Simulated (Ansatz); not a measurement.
Runs of Ansatz 0.2.0 on KBr. Symmetry: Fm-3m, No. 225, cubic system. Conventional cell: a = 6.600 Å, b = 6.600 Å, c = 6.600 Å, α = 90.00°, β = 90.00°, γ = 90.00°. Br (site symmetry m-3m) is surrounded by 6 K at 3.30 Å. K (site symmetry m-3m) has 6 Br at 3.30 Å as nearest neighbours. 

| task | level | spin | cell | k mesh | cutoff (eV) | smearing | points for each segment of the path | gap on the mesh (eV) | pressure (GPa) | relaxed volume (Å³/atom) |
| --- | --- | --- | --- | --- | --- | --- | --- | --- | --- | --- |
| band structure | revPBE | off | as given | 7 × 7 × 7 | 420 | fermi-dirac 0.05 eV | 14 | 4.72 | (a) | - |
| band structure | BLYP | off | atoms moved at random, drawn with an rms of 0.05 Å | 7 × 7 × 7 | 420 | gaussian 0.1 eV | 14 | 4.44 | 1.5 | - |
| relaxation of cell and atoms | revPBE | off | relaxed | 7 × 7 × 7 | 420 | fermi-dirac 0.05 eV | - | 4.40 | 0.0 | 40.94 |
| band structure | r2SCAN | SOC, no magnetisation | as given | 5 × 5 × 5 | 500 | fermi-dirac 0.05 eV | 14 | 4.92 | 0.1 | - |
| band structure | BLYP | off | as given | 7 × 7 × 7 | 420 | fermi-dirac 0.05 eV | 14 | 4.44 | 1.5 | - |
| band structure | r2SCAN | off | as given | 7 × 7 × 7 | 500 | fermi-dirac 0.05 eV | 14 | 5.08 | 0.1 | - |
| band structure | PBEsol | SOC, no magnetisation | as given | 5 × 5 × 5 | 420 | fermi-dirac 0.05 eV | 14 | 4.12 | (c) | - |
| relaxation of cell and atoms | BLYP | off | relaxed | 7 × 7 × 7 | 420 | fermi-dirac 0.05 eV | - | 4.18 | 0.0 | (b) |

Alike in all rows: potentials or basis Ansatz PAW.

Problem. Estimate the missing entries.

Solution. (a) 1.9; (b) 39.55; (c) -0.3.

Caveats: the PAW data sets come from PBE, with cores solved anew for the run's functional, which leaves a small shift of forces and pressure; odd divisions of the mesh miss points on the zone boundary, where band edges often lie, so the gap on the mesh can be too wide (some runs); the plane-wave basis is chosen anew once the cell has moved, so the energies of steps on either side of that aren't comparable (some runs); the volume moved by +14 % from the deposited cell, more than functionals usually miss (some runs); the volume moved by +10 % from the deposited cell, more than functionals usually miss (some runs).

A k mesh can miss the band edges, and rows without SOC leave out spin-orbit coupling on Br.

Runs at the PBE level aren't shown here.
